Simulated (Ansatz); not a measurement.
# Relaxation of Sn

These are results of Ansatz, DFT r2SCAN, scalar-relativistic, plane waves, PAW, not measurements. Settings: 500 eV cutoff, 12×12×12 k-mesh, Gaussian smearing of 0.10 eV, no spin polarisation.

What was changed: relaxed at 10 GPa.

Command:

```bash
ansatz run input.yaml --threads 1 --pin off --max-ram 2560MiB --backend cpu --events-out ev --progress --plain --runs-dir out
```

Input:

```yaml
crystal:
  lattice:
    - [0.0, 3.1066574798, 3.1066574798]
    - [3.1066574798, 0.0, 3.1066574798]
    - [3.1066574798, 3.1066574798, 0.0]
  atoms:
    - { symbol: Sn, position: [0.0, 0.0, 0.0] }
    - { symbol: Sn, position: [0.25, 0.25, 0.25] }
basis:
  ecutwfc: 500
kpoints:
  mp_grid: { grid: [12, 12, 12] }
hamiltonian:
  xc: r2scan
scf:
  occupations: { method: gaussian, width: 0.1 }
output:
  forces: true
  stress: true
  eigenvalues: true
relax:
  adjacent_minimum: "off"
  f_tol: 0.008
  max_steps: 50
  cell: { stress_tol: 0.08, p_target: 10.0 }
```

F is the free energy. Steps run on the plane waves of an earlier cell, but the last one, and at times one on the way, on a freshly chosen basis, so a repeated geometry can differ a little in energy. The relaxation lowers the enthalpy F + PV at the target pressure, so F itself can rise.

Steps:

```json
{"step": "1", "F − F(1) (eV)": "0.0000", "largest force component (eV/Å)": "0.000", "V (Å³/atom)": "29.983", "P (GPa)": "10.61"}
{"step": "2", "F − F(1) (eV)": "-0.0675", "largest force component (eV/Å)": "0.000", "V (Å³/atom)": "30.535", "P (GPa)": "9.04"}
{"step": "3", "F − F(1) (eV)": "-0.0272", "largest force component (eV/Å)": "0.000", "V (Å³/atom)": "30.195", "P (GPa)": "9.99"}
{"step": "4", "F − F(1) (eV)": "-0.0272", "largest force component (eV/Å)": "0.000", "V (Å³/atom)": "30.195", "P (GPa)": "9.99"}
```

Relaxed structure:

```xyz
2
Lattice="0.0000 3.1140 3.1140 3.1140 0.0000 3.1140 3.1140 3.1140 0.0000" Properties=species:S:1:pos:R:3 pbc="T T T"
Sn    0.0000    0.0000    0.0000
Sn    1.5570    1.5570    1.5570
```

It takes space group Fd-3m (No. 227, cubic). Conventional cell: a = 6.228 Å, b = 6.228 Å, c = 6.228 Å, α = 90.00°, β = 90.00°, γ = 90.00°. Sn (site symmetry -43m) has 4 Sn at 2.70 Å as nearest neighbours.

The run converged. The run took 80 s on 1 thread of Intel(R) Xeon(R) Processor @ 2.50GHz (Skylake/Cascade Lake), on a shared host, peak memory 0.63 GiB.